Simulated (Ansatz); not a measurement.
## GeS: ³³S NMR of the central transition

Cell: a COD entry, ions relaxed with PBE at fixed cell.

```yaml
crystal:
  lattice:
    - [10.47000, 0.00000, 0.00000]
    - [0.00000, 3.64100, 0.00000]
    - [0.00000, 0.00000, 4.29700]
  atoms:
    - { symbol: Ge, position: [0.62091, 0.25000, 0.37197] }
    - { symbol: Ge, position: [0.87909, 0.75000, 0.87197] }
    - { symbol: Ge, position: [0.12091, 0.25000, 0.12803] }
    - { symbol: Ge, position: [0.37909, 0.75000, 0.62803] }
    - { symbol: S, position: [0.85055, 0.25000, 0.49738] }
    - { symbol: S, position: [0.64945, 0.75000, 0.99738] }
    - { symbol: S, position: [0.35055, 0.25000, 0.00262] }
    - { symbol: S, position: [0.14945, 0.75000, 0.50262] }
```

Atom numbers follow the list; atoms alike are taken as one site, whose name carries the number of the first.

All values are calculated (Ansatz; DFT, r2SCAN, plane waves and PAW, scalar-relativistic, 500 eV cutoff, Γ-centred 5×12×10 k-points, Fermi–Dirac smearing 0.02 eV), not measured.

³³S has I = 3/2 and Q = -69.40 mb (Pyykkö 2018); at 14.1 T its Larmor frequency is ν₀ = 46.1 MHz. Only the quadrupole interaction is simulated: positions count from each site's isotropic chemical shift, and shift anisotropy, dipolar and J coupling are left out.

(1) Give C_Q, η, the quadrupolar product P_Q = |C_Q|(1 + η²/3)^½, the second-order isotropic shift and the breadth of the pattern (static powder) for each S site.

Answers

(1) 

| site | first shell | C_Q (MHz) | η | P_Q (MHz) | δ_QIS (ppm) | breadth (kHz) |
| --- | --- | --- | --- | --- | --- | --- |
| S | 3 Ge at 2.45–2.46 Å; also 3 Ge at 3.25–3.26 Å | 9.27 | 0.03 | 9.27 | -1009 | 249 |

δ_QIS = −(ν_Q²/30ν₀²)[I(I+1) − 3/4](1 + η²/3) × 10⁶ ppm with ν_Q = 3|C_Q|/[2I(2I−1)]; it falls as 1/B₀² in ppm, and the breadth as 1/B₀ in kHz.

At S V_zz stands upright on the plane through its three neighbours (within 11°).

The largest force is 0.3 eV/Å, so the atoms aren't at the calculated equilibrium and relaxing them would move these values.

The run took 2.4 min of wall time (2.4 min of CPU time) and 1.3 GiB at its peak, on 1 thread of Intel Xeon Platinum 8259CL CPU @ 2.50GHz (Skylake/Cascade Lake) (x86_64; 16 cores open to the job, memory cap 3.0 GiB, no GPU), a shared host with a load of 0.5 a core.
